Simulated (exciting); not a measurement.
# CoO (Fm-3m) in exciting: band structure with PBE

Aim: the band structure of CoO with PBE.

All numbers are computed with exciting (release sodium); they aren't measurements. Logs are shortened: lines on timing, memory, paths and dates and some standing lists are left out, and cuts for length are marked.

**1. The structure**

The structure is cubic, space group Fm-3m (No. 225). Conventional cell: a = 4.263 Å, b = 4.263 Å, c = 4.263 Å, α = 90.00°, β = 90.00°, γ = 90.00°. Co (site symmetry m-3m) is surrounded by 6 O at 2.13 Å. O (site symmetry m-3m) is surrounded by 6 Co at 2.13 Å.

**2. Band structure, PBE, collinear spin, ferromagnetic start**

input.xml reads:

```xml
<input>
  <title>CoO</title>
  <structure speciespath="./" tshift="false">
    <crystal scale="1">
      <basevect>0.000000000000 4.027951234640 4.027951234640</basevect>
      <basevect>4.027951234640 0.000000000000 4.027951234640</basevect>
      <basevect>4.027951234640 4.027951234640 0.000000000000</basevect>
    </crystal>
    <species speciesfile="Co.xml" rmt="2">
      <atom coord="0.000000000000 0.000000000000 0.000000000000" bfcmt="0 0 -8"/>
    </species>
    <species speciesfile="O.xml" rmt="1.45">
      <atom coord="0.500000000000 0.500000000000 0.500000000000" bfcmt="0 0 0"/>
    </species>
  </structure>
  <groundstate do="fromscratch" ngridk="11 11 11" rgkmax="7.5" gmaxvr="14" lmaxapw="10" lmaxmat="10" lmaxvr="8" xctype="GGA_PBE" stype="Fermi Dirac" swidth="0.00183747" nempty="24" ValenceRelativity="iora*" epsengy="1e-05" epspot="1e-05" maxscl="90" outputlevel="normal">
    <spin reducebf="0.5"/>
  </groundstate>
  <properties>
    <bandstructure>
      <plot1d>
        <path steps="80">
          <point coord="0 0 0" label="G"/>
          <point coord="0.5 0 0.5" label="X"/>
          <point coord="0.5 0.25 0.75" label="W"/>
          <point coord="0.375 0.375 0.75" label="K"/>
          <point coord="0 0 0" label="G"/>
          <point coord="0.5 0.5 0.5" label="L"/>
          <point coord="0.625 0.25 0.625" label="U"/>
          <point coord="0.5 0.25 0.75" label="W"/>
          <point coord="0.5 0.5 0.5" label="L"/>
          <point coord="0.375 0.375 0.75" label="K" breakafter="true"/>
          <point coord="0.625 0.25 0.625" label="U"/>
          <point coord="0.5 0 0.5" label="X"/>
        </path>
      </plot1d>
    </bandstructure>
  </properties>
</input>
```

Potentials or basis: all-electron LAPW+lo, shipped species files, valence relativity iora*.

Started as:

```
$ OMP_NUM_THREADS=1 exciting_smp
```

INFO.OUT:

```text
================================================================================
EXCITING SODIUM started
[... 10 lines left out ...]

 Lattice vectors (cartesian) :
      0.0000000000      4.0279512346      4.0279512346
      4.0279512346      0.0000000000      4.0279512346
      4.0279512346      4.0279512346      0.0000000000

 Reciprocal lattice vectors (cartesian) :
     -0.7799480358      0.7799480358      0.7799480358
      0.7799480358     -0.7799480358      0.7799480358
      0.7799480358      0.7799480358     -0.7799480358

 Unit cell volume                           :     130.7021127169
 Brillouin zone volume                      :       1.8978286447

 Species :    1 (Co)
     parameters loaded from                 :    Co.xml
     name                                   :    cobalt
     nuclear charge                         :     -27.00000000
     electronic charge                      :      27.00000000
     atomic mass                            :  107428.65170000
     muffin-tin radius                      :       2.00000000
     # of radial points in muffin-tin       :     350

     atomic positions (lattice) :
       1 :   0.00000000  0.00000000  0.00000000

     magnetic fields (cartesian) :
       1 :   0.00000000  0.00000000 -8.00000000

 Species :    2 (O)
     parameters loaded from                 :    O.xml
     name                                   :    oxygen
     nuclear charge                         :      -8.00000000
     electronic charge                      :       8.00000000
     atomic mass                            :   29165.12203000
     muffin-tin radius                      :       1.45000000
     # of radial points in muffin-tin       :     250

     atomic positions (lattice) :
       1 :   0.50000000  0.50000000  0.50000000

     magnetic fields (cartesian) :
       1 :   0.00000000  0.00000000  0.00000000

 Total number of atoms per unit cell        :       2

 Spin treatment                             :    spin-polarised
 Global magnetic field (cartesian) :        0.00000000   0.00000000   0.00000000
 collinear magnetisation in z-direction

 Number of Bravais lattice symmetries       :      48
 Number of crystal symmetries               :      48

 k-point grid                               :      11   11   11
 Total number of k-points                   :      56
 k-point set is reduced with crystal symmetries

 R^MT_min * |G+k|_max (rgkmax)              :       7.50000000
 Species with R^MT_min                      :       2 (O)
 Maximum |G+k| for APW functions            :       5.17241379
 Maximum |G| for potential and density      :      14.00000000

 G-vector grid sizes                        :      27    27    27
 Total number of G-vectors                  :    5985

 Maximum angular momentum used for
     APW functions                          :      10
     computing H and O matrix elements      :      10
     potential and density                  :       8
     inner part of muffin-tin               :       2

 Total nuclear charge                       :     -35.00000000
 Total electronic charge                    :      35.00000000
 Total core charge                          :      14.00000000
 Total valence charge                       :      21.00000000

 Number of empty states                     :      24
 Total number of valence states             :      70

 Maximum Hamiltonian size                   :     332
 Maximum number of plane-waves              :     316
 Total number of local-orbitals             :      16

 Exchange-correlation type                  :      20
     Perdew-Burke-Ernzerhof, Phys. Rev. Lett. 77, 3865 (1996)
     Generalised gradient approximation (GGA)

 Smearing scheme                            :    Fermi-Dirac
 Smearing width                             :       0.00183747

 Using multisecant Broyden potential mixing
[... 16 lines left out ...]
+ SCF iteration number :    1                                                  +
++++++++++++++++++++++++++++++++++++++++++++++++++++++++++++++++++++++++++++++++
 Total energy                               :     -1470.53351511
 _______________________________________________________________
 Fermi energy                               :         0.28067323
 Kinetic energy                             :      1488.83845027
 Coulomb energy                             :     -2890.95436066
 Exchange energy                            :       -66.88483276
 Correlation energy                         :        -1.53277195
 No external B-field energy in total energy

 DOS at Fermi energy (states/Ha/cell)       :       145.17940111

 Electron charges :
     core                                   :        14.00000000
     core leakage                           :         0.00346501
     valence                                :        21.00000000
     interstitial                           :         3.11032869
     charge in muffin-tin spheres :
                  atom     1    Co          :        24.93227732
                  atom     2     O          :         6.95739400
     total charge in muffin-tins            :        31.88967131
     total charge                           :        35.00000000

 Moments :
     interstitial                           :         0.10368063
     moment in muffin-tin spheres :
                  atom     1    Co          :         2.08980173
                  atom     2     O          :         0.12035512
     total moment in muffin-tins            :         2.21015685
     total moment                           :         2.31383748
[... 311 lines left out ...]
 Electron charges :
     core                                   :        14.00000000
     core leakage                           :         0.00353014
     valence                                :        21.00000000
     interstitial                           :         3.32805654
     charge in muffin-tin spheres :
                  atom     1    Co          :        25.02822081
                  atom     2     O          :         6.64372265
     total charge in muffin-tins            :        31.67194346
     total charge                           :        35.00000000

 Moments :
     interstitial                           :         0.09497079
     moment in muffin-tin spheres :
                  atom     1    Co          :         2.52757721
                  atom     2     O          :         0.27734355
     total moment in muffin-tins            :         2.80492076
     total moment                           :         2.89989155

 RMS change in effective potential (target) :  0.811274E-02  ( 0.100000E-04)
 Absolute change in total energy   (target) :  0.628265E-01  ( 0.100000E-04)
 Charge distance                   (target) :  0.246157E-03  ( 0.100000E-04)

++++++++++++++++++++++++++++++++++++++++++++++++++++++++++++++++++++++++++++++++
[... 5 further cycles ...]
+ SCF iteration number :   16                                                  +
++++++++++++++++++++++++++++++++++++++++++++++++++++++++++++++++++++++++++++++++
 Total energy                               :     -1468.69987352
 _______________________________________________________________
 Fermi energy                               :         0.30422709
 Kinetic energy                             :      1489.05355981
 Coulomb energy                             :     -2889.50653125
 Exchange energy                            :       -66.71113303
 Correlation energy                         :        -1.53576905
 No external B-field energy in total energy

 DOS at Fermi energy (states/Ha/cell)       :       114.14496603

 Electron charges :
     core                                   :        14.00000000
     core leakage                           :         0.00352988
     valence                                :        21.00000000
     interstitial                           :         3.32746446
     charge in muffin-tin spheres :
                  atom     1    Co          :        25.02756329
                  atom     2     O          :         6.64497225
     total charge in muffin-tins            :        31.67253554
     total charge                           :        35.00000000

 Moments :
     interstitial                           :         0.09343793
     moment in muffin-tin spheres :
                  atom     1    Co          :         2.53102587
                  atom     2     O          :         0.28160682
     total moment in muffin-tins            :         2.81263269
     total moment                           :         2.90607062
[... 315 lines left out ...]
 Electron charges :
     core                                   :        14.00000000
     core leakage                           :         0.00352990
     valence                                :        21.00000000
     interstitial                           :         3.32747005
     charge in muffin-tin spheres :
                  atom     1    Co          :        25.02751063
                  atom     2     O          :         6.64501932
     total charge in muffin-tins            :        31.67252995
     total charge                           :        35.00000000

 Moments :
     interstitial                           :         0.09343496
     moment in muffin-tin spheres :
                  atom     1    Co          :         2.53101971
                  atom     2     O          :         0.28159000
     total moment in muffin-tins            :         2.81260971
     total moment                           :         2.90604467

 RMS change in effective potential (target) :  0.568459E-07  ( 0.100000E-04)
 Absolute change in total energy   (target) :  0.316529E-05  ( 0.100000E-04)
 Charge distance                   (target) :  0.602401E-08  ( 0.100000E-04)

++++++++++++++++++++++++++++++++++++++++++++++++++++++++++++++++++++++++++++++++
| Convergency criteria checked for the last 2 iterations                       +
| Convergence targets achieved. Performing final SCF iteration                 +
++++++++++++++++++++++++++++++++++++++++++++++++++++++++++++++++++++++++++++++++
 Total energy                               :     -1468.69854879
 _______________________________________________________________
 Fermi energy                               :         0.30423389
 Kinetic energy                             :      1489.05425848
 Coulomb energy                             :     -2889.50594683
 Exchange energy                            :       -66.71109227
 Correlation energy                         :        -1.53576817
 No external B-field energy in total energy

 DOS at Fermi energy (states/Ha/cell)       :       114.14787071

 Electron charges :
     core                                   :        14.00000000
     core leakage                           :         0.00352990
     valence                                :        21.00000000
     interstitial                           :         3.32747003
     charge in muffin-tin spheres :
                  atom     1    Co          :        25.02751067
                  atom     2     O          :         6.64501931
     total charge in muffin-tins            :        31.67252997
     total charge                           :        35.00000000

 Moments :
     interstitial                           :         0.09343496
     moment in muffin-tin spheres :
                  atom     1    Co          :         2.53101958
                  atom     2     O          :         0.28158997
     total moment in muffin-tins            :         2.81260955
     total moment                           :         2.90604451

++++++++++++++++++++++++++++++++++++++++++++++++++++++++++++++++++++++++++++++++
[... 7 lines left out ...]

--------------------------------------------------------------------------------
- CAUTION! Warnings have been written in file WARNING.OUT !                    -
--------------------------------------------------------------------------------
================================================================================
| EXCITING SODIUM stopped                                                      =
================================================================================
```

It took 4 min on 1 thread of Arm Neoverse V2, shared host; peak memory 0.15 GiB.

Results:

- Free energy: -39965.3580 eV
- Band gap on the k mesh: none (metal or under the smearing width)
- Net moment: 2.91 μB per cell
- Site moments: Co +2.53; O +0.28 μB
- All electrons inside the program's atomic spheres: Co 25.03; O 6.65 (radii Co 2.0, O 1.45 bohr)

Levels at the corners of the path, in eV from the Fermi level:
Spin up:
```
point  band 9  band 10  band 11  band 12  band 13  band 14  band 15  band 16
    Γ   -3.14    -3.06    -3.06    -3.06     0.94    16.79    18.27    18.27
    X   -2.90    -2.41    -2.06    -2.06     5.79     9.78    11.72    15.69
    W   -2.28    -2.28    -2.06    -1.35     8.02     9.98     9.98    12.66
    K   -2.18    -2.04    -1.93    -1.29     7.36     9.67     9.77    15.01
    Γ   -3.14    -3.06    -3.06    -3.06     0.94    16.79    18.27    18.27
    L   -2.34    -1.79     0.10     0.10     5.03     9.29    13.37    13.37
    U   -2.18    -2.04    -1.93    -1.29     7.36     9.67     9.77    15.01
    W   -2.28    -2.28    -2.06    -1.35     8.02     9.98     9.98    12.66
    L   -2.34    -1.79     0.10     0.10     5.03     9.29    13.37    13.37
    K   -2.18    -2.04    -1.93    -1.29     7.36     9.67     9.77    15.01
    U   -2.18    -2.04    -1.93    -1.29     7.36     9.67     9.77    15.01
    X   -2.90    -2.41    -2.06    -2.06     5.79     9.78    11.72    15.69
```
Spin down:
| point | band 7 | band 8 | band 9 | band 10 | band 11 | band 12 |
| --- | --- | --- | --- | --- | --- | --- |
| Γ | -2.61 | -1.09 | -1.09 | -1.09 | 0.08 | 0.08 |
| X | -3.85 | -2.22 | 0.13 | 0.13 | 0.55 | 1.00 |
| W | -5.02 | -0.38 | -0.38 | 0.13 | 0.89 | 1.62 |
| K | -4.30 | -1.01 | -0.02 | 0.15 | 1.14 | 1.60 |
| Γ | -2.61 | -1.09 | -1.09 | -1.09 | 0.08 | 0.08 |
| L | -4.64 | -0.12 | -0.12 | 0.18 | 2.69 | 2.69 |
| U | -4.30 | -1.01 | -0.02 | 0.15 | 1.14 | 1.60 |
| W | -5.02 | -0.38 | -0.38 | 0.13 | 0.89 | 1.62 |
| L | -4.64 | -0.12 | -0.12 | 0.18 | 2.69 | 2.69 |
| K | -4.30 | -1.01 | -0.02 | 0.15 | 1.14 | 1.60 |
| U | -4.30 | -1.01 | -0.02 | 0.15 | 1.14 | 1.60 |
| X | -3.85 | -2.22 | 0.13 | 0.13 | 0.55 | 1.00 |

Caveat: the log's total energy holds no entropy term; the free energy is that total less TS from the occupations; a cell with one magnetic atom can't hold antiferromagnetic order, which such compounds often take; semilocal functionals often make such compounds metallic where correlation or magnetic order opens a gap, which also shifts bond lengths.
